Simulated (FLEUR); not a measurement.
**RbCl under changes of volume**

One of the cells (35.094 Å³/atom); the others are scaled copies at fixed shape and fractional positions:

```
CELL_PARAMETERS angstrom
0.00000 3.27400 3.27400
3.27400 0.00000 3.27400
3.27400 3.27400 0.00000
ATOMIC_POSITIONS crystal
Rb 0.00000 0.00000 0.00000
Cl 0.50000 0.50000 0.50000
```

| Item | Value |
| --- | --- |
| Program | FLEUR MaX-R8.1 (later development tree) |
| Functional | LDA |
| Potentials or basis | all-electron |
| Basis | FLAPW |
| Kmax | 4.1 1/bohr |
| k mesh | 7 × 7 × 7 |
| Occupations | fermi-dirac, width 0.05 eV |
| Spin | no spin polarisation |

```tsv
volume (Å³/atom)	energy over the lowest point (meV/atom)	gap on the mesh (eV)
32.989	0.00	4.80
33.690	?	?
35.094	12.22	4.60
36.498	26.89	4.48
37.200	35.71	4.43
```

Question: What does the run at 33.690 Å³/atom give?

Answer: Energy over the lowest point 2.52 meV/atom; gap on the mesh 4.73 eV.

Worked out: A Birch-Murnaghan fit of order 2 (a polynomial in V^(-2/3)) to the other rows has its minimum at 32.30 Å³/atom, just outside them, with B0 = V·E''(V) = 20 GPa. It gives 2.59 meV/atom at 33.690 Å³/atom, against the run's 2.52. A straight line through the other rows of the gap, of slope -3.1 eV per unit of ln V (its deformation potential), gives 4.73 eV, against the run's 4.73.

Energies are extrapolated to zero smearing.

Caveats: an odd mesh through Γ misses points on the zone boundary, where band edges often lie (some runs). Spin-orbit coupling on Rb is left out.
